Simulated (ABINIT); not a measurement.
# TePb (Fm-3m) in ABINIT: further runs, part 2 of 2

ABINIT 10.8.3 (patched build). The steps go on from the part before.

## (5) Band structure, SOGGA

Input file run.abi:

```
# Datasets: ground state, then fixed potential
ndtset 2

# Pseudopotentials
pp_dirpath "./"
pseudos "Pb.GGA_PBE-JTH.xml, Te.GGA_PBE-JTH.xml"

# Structure
acell 8.6347709725 8.6347709725 8.6347709725
rprim
     0.0000000000     0.7071067812     0.7071067812
     0.7071067812     0.0000000000     0.7071067812
     0.7071067812     0.7071067812     0.0000000000
ntypat 2
znucl 82 52
natom 2
typat 1 2
xcart
     0.0000000000     0.0000000000     0.0000000000
     3.2310000000     3.2310000000     3.2310000000 Angstrom

# Plane-wave basis
ecut 17.0
pawecutdg 34.0

# Exchange and correlation
ixc -150130

# Bands and occupations
occopt 3
tsmear 0.05 eV

# SCF cycle
nstep 100

# Output
iomode 3
prtwf 0
prteig 0
prtebands 0
enunit 2
prtden1 1

# Dataset 1
kptopt1 1
ngkpt1 7 7 7
nshiftk1 1
shiftk1 0.0 0.0 0.0
nband1 14
tolvrs1 1.0e-9

# Dataset 2: bands along G-X-W-K-G-L-U-W-L-K
iscf2 -2
getden2 1
nband2 18
nbdbuf2 2
tolwfr2 1.0e-12
kptopt2 -9
ndivsm2 5
prteig2 1
prtvol2 -3
kptbounds2
     0.0000000000     0.0000000000     0.0000000000
     0.5000000000     0.0000000000     0.5000000000
     0.5000000000     0.2500000000     0.7500000000
     0.3750000000     0.3750000000     0.7500000000
     0.0000000000     0.0000000000     0.0000000000
     0.5000000000     0.5000000000     0.5000000000
     0.6250000000     0.2500000000     0.6250000000
     0.5000000000     0.2500000000     0.7500000000
     0.5000000000     0.5000000000     0.5000000000
     0.3750000000     0.3750000000     0.7500000000
```

On the command line:

```
abinit run.abi > log 2>&1
```

Run time: 1.7 min. Hardware: 1 thread of Arm Neoverse V1, shared host; peak memory 0.14 GiB.

Results (log left out):

- Free energy: -1891.6728 eV
- Valence electrons inside the program's atomic spheres: Pb 11.33; Te 3.12

Levels at the corners of the path, in eV from the Fermi level:
```
point  band 8  band 9  band 10  band 11  band 12  band 13
    Γ   -1.69   -1.69    -1.69     3.80     3.80     3.80
    X   -4.92   -3.17    -3.17     2.76     5.18     5.18
    W   -4.19   -4.19    -0.70     1.29     4.79     4.79
    K   -4.53   -2.67    -2.47     3.17     3.45     4.72
    Γ   -1.69   -1.69    -1.69     3.80     3.80     3.80
    L   -1.23   -1.23    -0.35     0.26     0.87     0.87
    U   -4.53   -2.67    -2.47     3.17     3.45     4.72
    W   -4.19   -4.19    -0.70     1.29     4.79     4.79
    L   -1.23   -1.23    -0.35     0.26     0.87     0.87
    K   -4.53   -2.67    -2.47     3.17     3.45     4.72
```

Caveat: the cutoff is too short for stress, so the log's stress isn't used; this odd mesh misses L, where the gap lies, so gap, dielectric constants and Born charges aren't listed; the PAW data sets were made with another functional, which shifts forces and pressure a little; spin-orbit coupling is left out, which moves the levels of the heavy elements.

## (6) Band structure, SOGGA

Input file run.abi:

```
ndtset 2

pp_dirpath "./"
pseudos "Pb.GGA_PBE-JTH_sp.xml, Te.GGA_PBE-JTH.xml"

acell 8.6347709725 8.6347709725 8.6347709725
rprim
     0.0000000000     0.7071067812     0.7071067812
     0.7071067812     0.0000000000     0.7071067812
     0.7071067812     0.7071067812     0.0000000000
ntypat 2
znucl 82 52
natom 2
typat 1 2
xred
     0.0000000000     0.0000000000     0.0000000000
     0.5000000000     0.5000000000     0.5000000000

ecut 15.0
pawecutdg 30.0

ixc -150130

occopt 3
tsmear 0.00183747

nstep 100

iomode 3
prtwf 0
prteig 0
prtebands 0
enunit 1
prtden1 1

kptopt1 1
ngkpt1 7 7 7
nshiftk1 1
shiftk1 0.0 0.0 0.0
nband1 9
tolvrs1 1.0e-9

iscf2 -2
getden2 1
nband2 13
nbdbuf2 2
tolwfr2 1.0e-12
kptopt2 -9
ndivsm2 5
prteig2 1
kptbounds2
     0.0000000000     0.0000000000     0.0000000000
     0.5000000000     0.0000000000     0.5000000000
     0.5000000000     0.2500000000     0.7500000000
     0.3750000000     0.3750000000     0.7500000000
     0.0000000000     0.0000000000     0.0000000000
     0.5000000000     0.5000000000     0.5000000000
     0.6250000000     0.2500000000     0.6250000000
     0.5000000000     0.2500000000     0.7500000000
     0.5000000000     0.5000000000     0.5000000000
     0.3750000000     0.3750000000     0.7500000000
```

Potentials or basis: JTH PAW PBE v2.0 sp.

On the command line:

```
abinit run.abi > log 2>&1
```

run.abo:

```text
.Version 10.8.3 of ABINIT
 DATASET    1 : space group Fm -3 m (#225); Bravais cF (face-center cubic)
================================================================================
 Values of the parameters that define the memory need for DATASET  1.
     intxc =       0    ionmov =       0      iscf =      17    lmnmax =      13
     lnmax =       5     mgfft =      32  mpssoang =       3    mqgrid =    3001
     natom =       2  nloc_mem =       2    nspden =       1   nspinor =       1
    nsppol =       1      nsym =      48    n1xccc =       1    ntypat =       2
    occopt =       3   xclevel =       2
       mpw =        1279          nfft =       32768          nkpt =          20
 PAW method is used; the additional fine FFT grid is defined by:
   mgfftf=        45    nfftf =     91125
================================================================================
================================================================================

 DATASET    2 : space group Fm -3 m (#225); Bravais cF (face-center cubic)
================================================================================
 Values of the parameters that define the memory need for DATASET  2.
     intxc =       0    ionmov =       0      iscf =      -2    lmnmax =      13
     lnmax =       5     mgfft =      32  mpssoang =       3    mqgrid =    3001
     natom =       2  nloc_mem =       2    nspden =       1   nspinor =       1
    nsppol =       1      nsym =      48    n1xccc =       1    ntypat =       2
    occopt =       3   xclevel =       2
[... 883 lines left out ...]
 -15.82900  -10.56569   -5.96498   -5.96498   -4.52770   -2.44129    0.15605    0.15605
[... 230 lines left out ...]
 -14.58919  -12.48500   -7.19461   -5.84340   -5.51357   -1.85084   -1.67966    0.04805
   2.25925    3.76914    4.37717    5.94268    6.11353
 kpt#  84, nband= 13, wtk=  1.00000, kpt=  0.4167  0.4167  0.6667 (reduced coord)
 -14.54024  -12.39166   -7.61129   -6.03323   -5.74553   -1.45857   -1.31874    0.68443
   1.84670    3.79807    4.35591    5.80303    6.05795
 kpt#  85, nband= 13, wtk=  1.00000, kpt=  0.4028  0.4028  0.6944 (reduced coord)
 -14.49687  -12.29416   -7.94957   -6.20307   -5.94924   -1.10273   -0.96905    1.20785
   1.46956    3.94459    4.39518    5.65518    5.98668
 kpt#  86, nband= 13, wtk=  1.00000, kpt=  0.3889  0.3889  0.7222 (reduced coord)
 -14.46711  -12.19742   -8.19413   -6.34896   -6.12448   -0.80671   -0.64391    1.13362
   1.59318    4.17701    4.50005    5.54616    5.89679
 kpt#  87, nband= 13, wtk=  1.00000, kpt=  0.3750  0.3750  0.7500 (reduced coord)
 -14.45972  -12.10406   -8.33310   -6.46848   -6.27113   -0.59379   -0.35351    0.86697
   1.81665    4.41178    4.66952    5.54060    5.78399

== END DATASET(S) ==============================================================
================================================================================

 -outvars: echo values of variables after computation  --------
            acell      8.6347709725E+00  8.6347709725E+00  8.6347709725E+00 Bohr
           etotal1    -1.2041742288E+01
            fcart1    -0.0000000000E+00 -0.0000000000E+00 -0.0000000000E+00
                      -0.0000000000E+00 -0.0000000000E+00 -0.0000000000E+00
            rprim      0.0000000000E+00  7.0710678120E-01  7.0710678120E-01
                       7.0710678120E-01  0.0000000000E+00  7.0710678120E-01
                       7.0710678120E-01  7.0710678120E-01  0.0000000000E+00
           strten1     3.5194238500E-05  3.5194238500E-05  3.5194238500E-05
                       0.0000000000E+00  0.0000000000E+00  0.0000000000E+00
           xangst      0.0000000000E+00  0.0000000000E+00  0.0000000000E+00
                       3.2309999979E+00  3.2309999979E+00  3.2309999979E+00
             xred      0.0000000000E+00  0.0000000000E+00  0.0000000000E+00
                       5.0000000000E-01  5.0000000000E-01  5.0000000000E-01
 Calculation completed.
```

Run time: 43 s. Hardware: 1 thread of Arm Neoverse V1, shared host; peak memory 0.12 GiB.

Results:

* Free energy: -327.6725 eV
* Pressure: -1.0 GPa
* Band gap along the path: 0.64 eV, direct
* Valence electrons inside the program's atomic spheres: Pb 2.55; Te 3.10

Levels at the corners of the path, in eV from the Fermi level:
| point | band 3 | band 4 | band 5 | band 6 | band 7 | band 8 |
| --- | --- | --- | --- | --- | --- | --- |
| Γ | -1.66 | -1.66 | -1.66 | 3.82 | 3.82 | 3.82 |
| X | -4.92 | -3.17 | -3.17 | 2.73 | 5.21 | 5.21 |
| W | -4.20 | -4.20 | -0.70 | 1.28 | 4.83 | 4.83 |
| K | -4.54 | -2.68 | -2.48 | 3.20 | 3.44 | 4.66 |
| Γ | -1.66 | -1.66 | -1.66 | 3.82 | 3.82 | 3.82 |
| L | -1.26 | -1.26 | -0.36 | 0.27 | 0.87 | 0.87 |
| U | -4.54 | -2.68 | -2.48 | 3.20 | 3.44 | 4.66 |
| W | -4.20 | -4.20 | -0.70 | 1.28 | 4.83 | 4.83 |
| L | -1.26 | -1.26 | -0.36 | 0.27 | 0.87 | 0.87 |
| K | -4.54 | -2.68 | -2.48 | 3.20 | 3.44 | 4.66 |

Caveat: this odd mesh misses L, where the gap lies, so gap, dielectric constants and Born charges aren't listed; the PAW data sets were made with another functional, which shifts forces and pressure a little; spin-orbit coupling is left out, which moves the levels of the heavy elements; this set keeps more shells in the core, which shifts pressures and gaps.

## (7) Summary

| task | level | potentials or basis | cutoff (eV) | fine-grid cutoff | pressure (GPa) |
| --- | --- | --- | --- | --- | --- |
| band structure | PBEsol | JTH PAW PBE v2.0 sp | 408 | 816.342 eV | -0.3 |
| band structure | PW91 | JTH PAW PBE v2.0 | 463 | 925.187 eV | - |
| equation of state | PBEsol | JTH PAW PBE v2.0 | 327 | 653.073 eV | - |
| band structure | SOGGA | JTH PAW PBE v2.0 | 463 | 925.187 eV | - |
| band structure | SOGGA | JTH PAW PBE v2.0 sp | 408 | 816.342 eV | -1.0 |

Alike in all rows: no spin polarisation; cell as given; k mesh 7 × 7 × 7; smearing fermi-dirac 0.05 eV.

Caveats: the PAW data sets were made with another functional, which shifts forces and pressure a little; spin-orbit coupling is left out, which moves the levels of the heavy elements (some runs); this set keeps more shells in the core, which shifts pressures and gaps (some runs); pressures at fixed basis lie under the slope of the energies (some runs).

Total energies depend on the potentials used, so only differences within one code and one set of settings carry meaning.

## (8) Against experiment

Step 2. Against the measured gap of TePb, 0.19 eV (direct; 4.2 K; a printed reference work, monograph), the calculated 0.67 eV is off by +0.48 eV. Spin-orbit coupling on Pb, Te is left out. The value is that of PBEsol, without temperature or zero-point motion.

Step 6. A measured gap of TePb is 0.19 eV (direct; 4.2 K; a printed reference work, monograph); the calculated 0.64 eV misses it by +0.45 eV. Spin-orbit coupling on Pb, Te is left out. The value is that of SOGGA, without temperature or zero-point motion.
